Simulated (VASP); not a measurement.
# Bi (Im-3m) in VASP: a series of runs

Runs on Bi. Level: PBE+D3(BJ). Tasks: single point.

Everything below comes from runs of VASP 6.6.1. Logs are shortened: lines on timing, memory, paths and dates and some standing lists are left out, and cuts for length are marked.

**1. The crystal as given**

Symmetry: Im-3m, No. 229, cubic system. Conventional cell: a = 3.919 Å, b = 3.919 Å, c = 3.919 Å, α = 90.00°, β = 90.00°, γ = 90.00°. Bi (site symmetry m-3m) is surrounded by 8 Bi at 3.39 Å.

This isn't the form of Bi at room conditions, which is rhombohedral.

**2. Single point, PBE+D3(BJ)**

INCAR

```
SYSTEM = Bi
ALGO     = Fast           ! electronic algorithm
EDIFF    = 1E-6           ! SCF threshold, eV
ENCUT    = 520            ! plane-wave cutoff, eV
GGA      = PE             ! functional
ISIF     = 2              ! what is computed and relaxed
ISMEAR   = 0              ! smearing method
IVDW     = 12             ! dispersion correction
LASPH    = .TRUE.         ! aspherical terms in the spheres
LCHARG   = .TRUE.         ! write CHGCAR
LELF     = .TRUE.         ! ELF
LREAL    = .FALSE.        ! projectors in reciprocal space
LVHAR    = .TRUE.       
LWAVE    = .FALSE.        ! write WAVECAR
NBANDS   = 14             ! bands
NELM     = 80             ! most SCF steps
PREC     = Accurate       ! precision mode
SIGMA    = 0.15           ! smearing width, eV
```

KPOINTS

```
k-points
0
G
  16 16 16
  0 0 0
```

POSCAR

```
Bi
1.0
   -1.9594689906      1.9594689906      1.9594689906
    1.9594689906     -1.9594689906      1.9594689906
    1.9594689906      1.9594689906     -1.9594689906
Bi
1
Direct
    0.0000000000      0.0000000000      0.0000000000
```

Potentials or basis: VASP PAW PBE potentials, release 64 (Bi_d).

The run is started by

```bash
> cat potpaw_PBE.64/Bi_d/POTCAR > POTCAR
> mpirun -np 1 vasp_std > vasp.out
```

OUTCAR:

```text
SYSTEM = Bi
   EDIFF = 1E-6
   ENCUT = 520
   GGA = PE
   ISIF = 2
   ISMEAR = 0
   IVDW = 12
   LASPH = .TRUE.
   LREAL = .FALSE.
   NELM = 80
   PREC = Accurate
 IVDW          = 12

 ion  position               nearest neighbor table
   1  0.000  0.000  0.000-

  LATTYP: Found a body centered cubic cell.
 ALAT       =     3.9189379812

  Lattice vectors:

 A1 = (  -1.9594689906,   1.9594689906,   1.9594689906)
 A2 = (   1.9594689906,  -1.9594689906,   1.9594689906)
 A3 = (   1.9594689906,   1.9594689906,  -1.9594689906)

Analysis of symmetry for initial positions (statically):
=====================================================================
 Subroutine PRICEL returns:
 Original cell was already a primitive cell.

 Routine SETGRP: Setting up the symmetry group for a
 body centered cubic supercell.

 Subroutine GETGRP returns: Found 48 space group operations
 (whereof 48 operations were pure point group operations)
 out of a pool of 48 trial point group operations.

The static configuration has the point symmetry O_h .

Analysis of symmetry for dynamics (positions and initial velocities):
=====================================================================
 Subroutine PRICEL returns:
 Original cell was already a primitive cell.

 Routine SETGRP: Setting up the symmetry group for a
 body centered cubic supercell.

 Subroutine GETGRP returns: Found 48 space group operations
 (whereof 48 operations were pure point group operations)
 out of a pool of 48 trial point group operations.

The dynamic configuration has the point symmetry O_h .

 Subroutine INISYM returns: Found 48 space group operations
 (whereof 48 operations are pure point group operations),
 and found     1 'primitive' translations

----------------------------------------------------------------------------------------

                                     Primitive cell

  volume of cell :      30.0937

  direct lattice vectors                    reciprocal lattice vectors
    -1.959468991  1.959468991  1.959468991     0.000000000  0.255171173  0.255171173
     1.959468991 -1.959468991  1.959468991     0.255171173  0.000000000  0.255171173
     1.959468991  1.959468991 -1.959468991     0.255171173  0.255171173  0.000000000

  length of vectors
     3.393899848  3.393899848  3.393899848     0.360866533  0.360866533  0.360866533

  position of ions in fractional coordinates (direct lattice)
     0.000000000  0.000000000  0.000000000

  ion indices of the primitive-cell ions
   primitive index   ion index
                 1           1

----------------------------------------------------------------------------------------

 KPOINTS: k-points

Automatic generation of k-mesh.
 Grid dimensions read from file:
 generate k-points for:   16   16   16

 Generating k-lattice:

  Cartesian coordinates                     Fractional coordinates (reciprocal lattice)
     0.000000000  0.015948198  0.015948198     0.062500000  0.000000000  0.000000000
     0.015948198  0.000000000  0.015948198     0.000000000  0.062500000  0.000000000
     0.015948198  0.015948198  0.000000000     0.000000000  0.000000000  0.062500000

  Length of vectors
     0.022554158  0.022554158  0.022554158

  Shift w.r.t. Gamma in fractional coordinates (k-lattice)
     0.000000000  0.000000000  0.000000000

 Subroutine IBZKPT returns following result:
 ===========================================

 Found    145 irreducible k-points:

 Following reciprocal coordinates:
            Coordinates               Weight
  0.000000  0.000000  0.000000      1.000000
  0.062500  0.000000  0.000000     12.000000
  0.125000  0.000000  0.000000     12.000000
  0.187500  0.000000  0.000000     12.000000
  0.250000  0.000000  0.000000     12.000000
  0.312500  0.000000  0.000000     12.000000
[... 16 lines left out ...]
  0.187500  0.187500  0.000000     24.000000
  0.250000  0.187500  0.000000     48.000000
 [... further k-points ...]
   k-points           NKPTS =    145   k-points in BZ     NKDIM =    145   number of bands    NBANDS=     14
   number of dos      NEDOS =    301   number of ions     NIONS =      1
   total plane-waves  NPLWV =  21952
   dimension x,y,z NGX =    28 NGY =   28 NGZ =   28
   dimension x,y,z NGXF=    56 NGYF=   56 NGZF=   56
   ions per type =               1
   NGX,Y,Z   is equivalent  to a cutoff of  13.72, 13.72, 13.72 a.u.
   NGXF,Y,Z  is equivalent  to a cutoff of  27.43, 27.43, 27.43 a.u.
 SYSTEM =  Bi
   PREC   = accura    normal or accurate (medium, high low for compatibility)
   ISTART =      0    job   : 0-new  1-cont  2-samecut
   ICHARG =      2    charge: 1-file 2-atom 10-const
   ISPIN  =      1    spin polarized calculation?
   LNONCOLLINEAR =      F non collinear calculations
   LSORBIT =      F    spin-orbit coupling
   LASPH  =      T    aspherical Exc in radial PAW
   ENCUT  =  520.0 eV  38.22 Ry    6.18 a.u.   6.31  6.31  6.31*2*pi/ulx,y,z
   NELM   =     80;   NELMIN=  2; NELMDL= -5     # of ELM steps
   EDIFF  = 0.1E-05   stopping-criterion for ELM
   LREAL  =      F    real-space projection
   EDIFFG = 0.1E-04   stopping-criterion for IOM
   NSW    =      0    number of steps for IOM
   IBRION =     -1    ionic relax: 0-MD 1-quasi-New 2-CG
   NFREE  =      0    steps in history (QN), initial steepest desc. (CG)
   ISIF   =      2    stress and relaxation
   ISYM   =      2    0-nonsym 1-usesym 2-fastsym
   POTIM  = 0.5000    time-step for ionic-motion
   TEBEG  =    0.0;   TEEND  =   0.0 temperature during run
   PSTRESS=    0.0 pullay stress
   NELECT =      15.0000    total number of electrons
   NUPDOWN=      -1.0000    fix difference up-down
   EMIN   =  10.00;   EMAX   =-10.00  energy-range for DOS
   EFERMI =   0.00;   METHOD = LEGACY
   ISMEAR =     0;   SIGMA  =   0.15  broadening in eV -4-tet -1-fermi 0-gaus
   EFERMI_NEDOS =   21; number of points for ismear=-14 and -15
   IALGO  =     68    algorithm
   IMIX   =      4    mixing-type and parameters
     AMIX     =   0.40;   BMIX     =  1.00
     AMIX_MAG =   1.60;   BMIX_MAG =  1.00
  volume/ion in A,a.u.               =      30.09       203.08
  Fermi-wavevector in a.u.,A,eV,Ry     =   1.298016  2.452895 22.923731  1.684847
  Thomas-Fermi vector in A             =   2.429372
   LORBIT       =      0    0 simple, 1 ext, 2 COOP (PROOUT), +10 PAW based schemes
   GGA     = PE    functional components
   LHFCALC =     F    Hartree Fock is set to
   AEXX    =    0.0000 exact exchange contribution
   IVDW    =    12    specifies the selected vdW correction
   LEPSILON=     F    determine dielectric tensor
   LRPA    =     F    only Hartree local field effects (RPA)
 non-spin polarized calculation
 RMM-DIIS sequential band-by-band and
 Gauss-broadening in eV      SIGMA  =   0.15
  energy-cutoff  :      520.00
  volume of cell :       30.09
 maximum number of plane-waves:       856
 NGX is ok and might be reduce to    28
   NGX = 13   NGY = 13   NGZ = 13

 number of electron      14.9999998 magnetization

 Free energy of the ion-electron system (eV)
  ---------------------------------------------------
  ext. energy  EPLUGINS =         0.00000000
  ---------------------------------------------------
  free energy    TOTEN  =        -3.74593896 eV

  energy without entropy =       -3.73778357  energy(sigma->0) =       -3.74186126

 E-fermi :   8.3346     XC(G=0): -10.4539

 val. band max:        8.3013818664   @ k =  -0.4375   0.5000   0.1250
 cond. band min:       8.3483838363   @ k =   0.3125   0.1250   0.0625
 fundamental gap:      0.0470019699
 Fermi energy:         8.3346171906

 k-point     1 :       0.0000    0.0000    0.0000
  band No.  band energies     occupation
      1     -14.7254      2.00000
      2     -14.7254      2.00000
      3     -14.7254      2.00000
      4     -14.5817      2.00000
      5     -14.5817      2.00000
      6      -5.4146      2.00000
      7      13.7094      0.00000
      8      13.7094      0.00000
      9      13.7094      0.00000
     10      17.9127      0.00000
     11      18.8258      0.00000
     12      18.8258      0.00000
     13      18.8258      0.00000
     14      20.2393      0.00000

 k-point     2 :       0.0625    0.0000    0.0000
  band No.  band energies     occupation
      1     -14.7271      2.00000
      2     -14.7225      2.00000
      3     -14.7166      2.00000
      4     -14.5837      2.00000
      5     -14.5820      2.00000
      6      -5.3403      2.00000
      7      12.8921      0.00000
      8      13.4699      0.00000
      9      13.6377      0.00000
     10      18.0160      0.00000
     11      18.4455      0.00000
     12      18.6040      0.00000
     13      18.7071      0.00000
     14      20.5690      0.00000

 k-point     3 :       0.1250    0.0000    0.0000
  band No.  band energies     occupation
      1     -14.7319      2.00000
      2     -14.7147      2.00000
      3     -14.6917      2.00000
      4     -14.5891      2.00000
      5     -14.5830      2.00000
      6      -5.1185      2.00000
      7      11.2329      0.00000
      8      12.8792      0.00000
      9      13.4290      0.00000
     10      17.0294      0.00000
     11      17.8349      0.00000
     12      18.5742      0.00000
     13      19.6021      0.00000
     14      21.4041      0.00000
[... 324 lines left out ...]
 k-point    23 :       0.1875    0.1875    0.0000
  band No.  band energies     occupation
      1     -14.7373      2.00000
      2     -14.6910      2.00000
      3     -14.6065      2.00000
      4     -14.5932      2.00000
      5     -14.5655      2.00000
      6      -3.5199      2.00000
      7       6.3505      2.00000
      8       9.1169      0.00000
      9      11.6871      0.00000
     10      16.5628      0.00000
     11      17.4420      0.00000
     12      20.0312      0.00000
     13      21.2570      0.00000
     14      22.8817      0.00000

 k-point    24 :       0.2500    0.1875    0.0000
  band No.  band energies     occupation
      1     -14.7397      2.00000
      2     -14.6809      2.00000
      3     -14.6041      2.00000
      4     -14.5964      2.00000
      5     -14.5429      2.00000
      6      -2.9226      2.00000
      7       5.2879      2.00000
      8       8.2051      1.77785
      9      11.3431      0.00000
     10      16.4196      0.00000
     11      17.8527      0.00000
     12      20.1621      0.00000
     13      22.3655      0.00000
     14      22.6664      0.00000

 [... further k-points ...]

------------------------ aborting loop because EDIFF is reached ----------------------------------------

 Edisp (eV)   -0.52369

 E8    (eV) :    -0.2573

  FORCE on cell =-STRESS in cart. coord.  units (eV):
  Direction    XX          YY          ZZ          XY          YZ          ZX
  --------------------------------------------------------------------------------------
  -------------------------------------------------------------------------------------
  Total      -0.00248    -0.00248    -0.00248     0.00000    -0.00000     0.00000
  in kB      -0.13195    -0.13195    -0.13195     0.00000    -0.00000     0.00000
  external pressure =       -0.13 kB  Pullay stress =        0.00 kB

 VOLUME and BASIS-vectors are now :
 -----------------------------------------------------------------------------
  energy-cutoff  :      520.00
  volume of cell :       30.09
      direct lattice vectors                 reciprocal lattice vectors
    -1.959468991  1.959468991  1.959468991     0.000000000  0.255171173  0.255171173
     1.959468991 -1.959468991  1.959468991     0.255171173  0.000000000  0.255171173
     1.959468991  1.959468991 -1.959468991     0.255171173  0.255171173  0.000000000

 POSITION                                       TOTAL-FORCE (eV/Angst)
 -----------------------------------------------------------------------------------
      0.00000      0.00000      0.00000         0.000000     -0.000000      0.000000
 -----------------------------------------------------------------------------------
    total drift:                               -0.000000     -0.000000     -0.000000

  FREE ENERGIE OF THE ION-ELECTRON SYSTEM (eV)
  ---------------------------------------------------
  free  energy   TOTEN  =        -4.2696334493 eV

  energy  without entropy=       -4.2614780599  energy(sigma->0) =       -4.26555575
```

It took 50 s on 1 thread of Intel Xeon Platinum 8488C (Sapphire Rapids), shared host; peak memory 0.2 GiB.

Results:

- Free energy: -4.2696 eV
- Pressure: 0.0 GPa
- Band gap on the k mesh: none (metal or under the smearing width)
- Dispersion energy per atom: -0.524 eV

Levels at points of the mesh, in eV from the Fermi level:
```
           k point  band 4  band 5  band 6  band 7  band 8  band 9  band 10  band 11
(0.00, 0.00, 0.00)  -22.92  -22.92  -13.75    5.37    5.37    5.37     9.58    10.49
(0.50, 0.00, 0.00)  -22.92  -22.82  -10.51   -5.26    1.65    3.56     6.10     7.66
(0.50, 0.50, 0.50)  -22.85  -22.85   -8.25   -1.87   -1.87   -1.87     3.51     3.51
```

Caveat: spin-orbit coupling is left out, which moves the levels of the heavy elements; pairwise dispersion overbinds metals, which lowers pressure and volume.

**3. Single point, PBE+D3(BJ)**

INCAR

```
SYSTEM = Bi
  ALGO = Normal
  EDIFF = 1E-6
  ENCUT = 520
  GGA = PE
  ISIF = 2
  ISMEAR = 0
  IVDW = 12
  LASPH = .TRUE.
  LCHARG = .TRUE.
  LELF = .TRUE.
  LREAL = .FALSE.
  LVHAR = .TRUE.
  LWAVE = .FALSE.
  NBANDS = 14
  NELM = 100
  PREC = Accurate
  SIGMA = 0.15
```

KPOINTS

```
k-points
0
G
  18 18 18
  0 0 0
```

POSCAR is that of step 2.

Potentials or basis: VASP PAW PBE potentials, release 64 (Bi_d).

The run is started by

```bash
> cat potpaw_PBE.64/Bi_d/POTCAR > POTCAR
> mpirun -np 1 vasp_std > vasp.out
```

It took 62 s on 1 thread of Intel Xeon Platinum 8488C (Sapphire Rapids), shared host; peak memory 0.21 GiB.

Results (log left out):

```
Free energy                : -4.2682 eV
Pressure                   : 0.1 GPa
Band gap on the k mesh     : none (metal or under the smearing width)
Dispersion energy per atom : -0.524 eV
```

Levels at points of the mesh, in eV from the Fermi level:
| k point | band 5 | band 6 | band 7 | band 8 | band 9 | band 10 |
| --- | --- | --- | --- | --- | --- | --- |
| (0.00, 0.00, 0.00) | -22.94 | -13.78 | 5.35 | 5.35 | 5.35 | 9.55 |
| (0.50, 0.00, 0.00) | -22.85 | -10.54 | -5.29 | 1.62 | 3.53 | 6.07 |
| (0.50, 0.50, 0.50) | -22.87 | -8.27 | -1.90 | -1.90 | -1.90 | 3.48 |

Caveat: spin-orbit coupling is left out, which moves the levels of the heavy elements; pairwise dispersion overbinds metals, which lowers pressure and volume.
